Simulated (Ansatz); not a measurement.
Crystal: Sn.

```xyz
1
Lattice="-1.8947 1.8947 1.8947 1.8947 -1.8947 1.8947 1.8947 1.8947 -1.8947" Properties=species:S:1:pos:R:3 pbc="T T T"
Sn    0.0000    0.0000    0.0000
```

This isn't the form of Sn at room conditions, which is tetragonal (white tin).

* Program: Ansatz 0.2.0
* Task: relaxation of cell and atoms
* Functional: HSEsol
* Potentials or basis: Ansatz PAW
* Cutoff: 420 eV (not typed: the program's choice for these potentials)
* k mesh: 5 × 5 × 5
* Occupations: fermi-dirac, width 0.05 eV
* Spin: no spin polarisation

At the start: volume 27.20 Å³/atom.

Problem. How do energy, volume and symmetry change on relaxing?

Solution. It ends after 7 steps and the volume is 28.57 Å³/atom (+5.0 %); space group Im-3m (No. 229, to 0.05 Å).

The path:
```csv
step,energy change (eV),largest force (eV/Å),volume (Å³)
1,0.0000,0.0000,27.20
2,-0.0010,0.0000,27.52
3,-0.0027,0.0000,27.97
4,-0.0039,0.0000,28.43
5,-0.0039,0.0000,28.62
6,-0.0040,0.0000,28.57
7,-0.0043,0.0000,28.57
```

Final structure:
```
Sn
1.0
    -1.92588    1.92588    1.92588
     1.92588   -1.92588    1.92588
     1.92588    1.92588   -1.92588
Sn
1
Direct
  0.00000 0.00000 0.00000
```

Caveat: the k mesh is coarse (spacing up to 0.47 Å⁻¹), so the values aren't converged, least of all with exact exchange; the plane-wave basis is chosen anew once the cell has moved, so the energies of steps on either side of that aren't comparable; the PAW data sets come from PBE, with cores solved anew for the run's functional, which leaves a small shift of forces and pressure.
